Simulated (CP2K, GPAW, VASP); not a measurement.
**Y: 3 runs at one level of theory**

```xyz
2
Lattice="3.6474 0.0000 0.0000 -1.8237 3.1587 0.0000 0.0000 0.0000 5.7306" Properties=species:S:1:pos:R:3 pbc="T T T"
Y     1.8237    1.0529    4.2980
Y     0.0000    2.1058    1.4326
```

Alike in all runs: task band structure; functional r2SCAN; k mesh 8 × 8 × 5; occupations fermi-dirac, width 0.05 eV; no spin polarisation; no spin-orbit coupling. Pressure is positive in compression and, in plane waves, holds the error of the finite cutoff.

```tsv
program and potentials	plane-wave cutoff (eV)	notes	pressure (GPa)
CP2K, POTENTIAL_UZH Y GTH-SCAN-q11; TZVP-MOLOPT-SCAN-GTH basis	-	atomic basis	1.51
GPAW, GPAW PAW data sets (gpaw-data 1.2.1)	600	potentials made for PBE	0.67
VASP, PBE PAW files Y_sv, 520 eV	520	potentials made for PBE	?
```

Question: Estimate from the other rows what the run with VASP, PBE PAW files Y_sv, 520 eV gave.

Answer: Pressure 0.75 GPa. The other rows, which needn't bracket it: pressure 0.67 to 1.51.
